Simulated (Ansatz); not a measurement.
Gas-phase electronic energies from Ansatz, PBE0-D4/def2-TZVP geometries. CBS: MP2 limit from def2 TZ/QZ plus the TZ coupled-cluster correction, frozen cores. This one scheme is used for every species. Each species was taken in one conformer, which may not be the lowest.

`CC(=O)OC(C)=O` + `OBF` → `CC(=O)OBF` + `CC(=O)O`  (substitution at a C–O bond)

```json
{"level": "CCSD/def2-SVP", "ΔE (eV)": "-0.14"}
{"level": "SCS-MP2/def2-TZVPP", "ΔE (eV)": "-0.15"}
```

What does CCSD(T)/CBS give? (Best estimate.)

Ansatz gave: -0.16 eV. The listed levels differ from it by 0.02, 0.01 eV.

What do rigid-rotor, harmonic-oscillator terms from PBE0-D4/def2-TZVP frequencies (298.15 K, 1 bar) make of the CCSD(T)/CBS value? (Best estimate.)

Ansatz gave: ΔZPE = +0.02 eV, ΔH = -0.14 eV, ΔS = 9 J/(mol·K), ΔG = -0.17 eV.

Largest T1 diagnostic among the species: 0.015.

From BLYP to BHLYP (50 % exact exchange), in def2-TZVPP and without D4, ΔE moves by −0.06 eV. Leaving LDA and LC-ωPBE aside and taking each functional with its dispersion term where it has one, the values, not all of them listed here, spread over 0.07 eV, from BHLYP-D4 to BLYP-D4.

CCSD(T)/CBS has its own doubt, a few kJ/mol and more with outer-core shells, so smaller differences from it don't rank the levels.
